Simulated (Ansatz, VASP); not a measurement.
**One calculation of V, two programs**

```
V
1.0
    -1.51435    1.51435    1.51435
     1.51435   -1.51435    1.51435
     1.51435    1.51435   -1.51435
V
1
Cartesian
  0.0000 0.0000 0.0000
```

Alike in both runs: task relaxation of cell and atoms; functional PBE; k mesh 12 × 12 × 12; occupations fermi-dirac, width 0.05 eV; collinear spin.

|  | VASP | Ansatz |
| --- | --- | --- |
| version | VASP 6.6.1 | Ansatz 0.2.0 |
| potentials or method | VASP PAW PBE potentials, release 64 (V_sv) | Ansatz PAW |
| plane-wave cutoff (eV) | 600 | 420 |
| valence electrons in the cell | 13 | 13 |

|  | VASP | Ansatz | Ansatz less VASP |
| --- | --- | --- | --- |
| gap on the k mesh at the Fermi level, each at its own relaxed structure (eV) | none | none | - |
| net moment per atom (μB) | 0.00 | 0.00 | 0.000 |
| relaxed volume (Å³/atom) | 13.47 | 13.46 | -0.010 |
| relaxed cell length with the largest relative difference (Å) | 2.596 | 2.596 | -0.0006 |
| energy change over the relaxation (meV/atom) | -7 | -7 | -0.4 |

A gap of «none» marks a metal or a gap that the smearing closes.

Caveats: the plane-wave basis is chosen anew once the cell has moved, so the energies of steps on either side of that aren't comparable (Ansatz); the starting moments weren't kept (Ansatz).
